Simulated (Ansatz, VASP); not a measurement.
# TaN in VASP and in Ansatz

File INCAR:

```
ALGO     = Normal         # electronic algorithm
EDIFF    = 1E-6           # SCF threshold, eV
ENCUT    = 520            # plane-wave cutoff, eV
GGA      = PE             # functional
ISIF     = 2              # what is computed and relaxed
ISMEAR   = -1             # smearing method
LASPH    = True           # aspherical terms in the spheres
LCHARG   = False          # write CHGCAR
LREAL    = False          # projectors in reciprocal space
LWAVE    = False          # write WAVECAR
NBANDS   = 24             # bands
NELM     = 60             # most SCF steps
PREC     = Accurate       # precision mode
SIGMA    = 0.05           # smearing width, eV
```

The input KPOINTS:

```
k-points
0
Gamma
  7 7 6
```

File POSCAR:

```
TaN
1.0
    3.6630404800      0.0000000000      0.0000000000
    0.0000000000      3.6630404800      0.0000000000
    0.0000000000      0.0000000000      4.5604939800
Ta N
2 2
Direct
    0.0039040000      0.4937960000     -0.0164480000
    0.5048970000     -0.0086710000      0.5071480000
   -0.0071940000     -0.0035620000      0.2531310000
   -0.0066060000     -0.0019430000      0.7447260000
```

Contents of input.yaml:

```yaml
crystal:
  lattice:
    - [3.66304048, 0.0, 0.0]
    - [0.0, 3.66304048, 0.0]
    - [0.0, 0.0, 4.56049398]
  atoms:
    - { symbol: Ta, position: [0.003904, 0.493796, -0.016448] }
    - { symbol: Ta, position: [0.504897, -0.008671, 0.507148] }
    - { symbol: "N", position: [-0.007194, -0.003562, 0.253131] }
    - { symbol: "N", position: [-0.006606, -0.001943, 0.744726] }
hamiltonian:
  xc: pbe
  pseudopotentials: { kind: paw }
kpoints:
  mp_grid: { grid: [7, 7, 6] }
scf:
  occupations: { method: fermi_dirac, width: 0.05 }
output:
  forces: true
  stress: true
  eigenvalues: true
  write_density: true
  write_potential: true
  elf: true
  volumetric_format: npy
```

Change from the starting cell: atoms moved at random, drawn with an rms of 0.05 Å.

Alike in both runs: task single point; functional PBE; k mesh 7 × 7 × 6; occupations fermi-dirac, width 0.05 eV; no spin polarisation.

|  | VASP | Ansatz |
| --- | --- | --- |
| version | VASP 6.6.1 | Ansatz 0.2.0 |
| potentials or method | VASP PAW PBE potentials, release 64 (Ta_pv, N) | Ansatz PAW |
| plane-wave cutoff (eV) | 520 | 420 |
| valence electrons in the cell | 32 | 36 |

VASP gave:

| Quantity | Value |
| --- | --- |
| gap on the k mesh at the Fermi level (eV) | none |
| pressure (GPa) | -19.0 |
| largest component of the traceless stress (GPa) | 21.39 |
| rms of the force components (eV/Å) | 0.318 |

Q: Estimate Ansatz's values.

A: gap on the k mesh at the Fermi level (eV): none; pressure (GPa): -19.2; largest component of the traceless stress (GPa): 21.62; rms of the force components (eV/Å): 0.318.

Atom by atom the forces differ by 0.003 eV/Å (rms over components). A gap of «none» marks a metal or a gap that the smearing closes. The functional is the same, so the differences come from potentials, cutoffs and numerics. The two sets of potentials don't hold the same shells in valence.

Caveats: so large a pressure means that the cell lies far from this level's equilibrium, or that cutoff or potentials fall short (VASP); the pressure holds a Pulay correction of +0.3 GPa for the finite cutoff (Ansatz). The runs have no spin-orbit coupling, so splittings on Ta are missing.
